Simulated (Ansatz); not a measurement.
## CdO (Monteponite) under changes of volume

One of the cells (12.970 Å³/atom); the others are scaled copies at fixed shape and fractional positions:

```xyz
2
Lattice="0.0000 2.3495 2.3495 2.3495 0.0000 2.3495 2.3495 2.3495 0.0000" Properties=species:S:1:pos:R:3 pbc="T T T"
Cd    0.0000    0.0000    0.0000
O     2.3495    2.3495    2.3495
```

| Quantity | Value |
| --- | --- |
| Program | Ansatz 0.2.0 |
| Functional | PBE |
| Potentials or basis | Ansatz PAW earlier set |
| Cutoff | 930 eV (not typed: the program's choice for these potentials) |
| k mesh | 10 × 10 × 10 |
| Occupations | fermi-dirac, width 0.05 eV |
| Spin | no spin polarisation |

| volume (Å³/atom) | energy over the lowest point (meV/atom) | pressure (GPa) |
| --- | --- | --- |
| 12.191 | ? | ? |
| 12.451 | 41.03 | 13.0 |
| 12.710 | 22.95 | 9.4 |
| 12.970 | 10.47 | 6.1 |
| 13.229 | 2.99 | 3.2 |
| 13.488 | 0.00 | 0.6 |
| 13.748 | 1.02 | -1.8 |

Q: What does the run at 12.191 Å³/atom give?

A: Energy over the lowest point 65.37 meV/atom; pressure 17.1 GPa.

Worked out: A Birch-Murnaghan fit of order 3 (a polynomial in V^(-2/3)) to the other rows has its minimum at 13.55 Å³/atom with B0 = V·E''(V) = 126 GPa and B' = 4.8. It gives 65.45 meV/atom at 12.191 Å³/atom, against the run's 65.37, and -dE/dV = 17.1 GPa, against 17.1.

Energies are extrapolated to zero smearing.
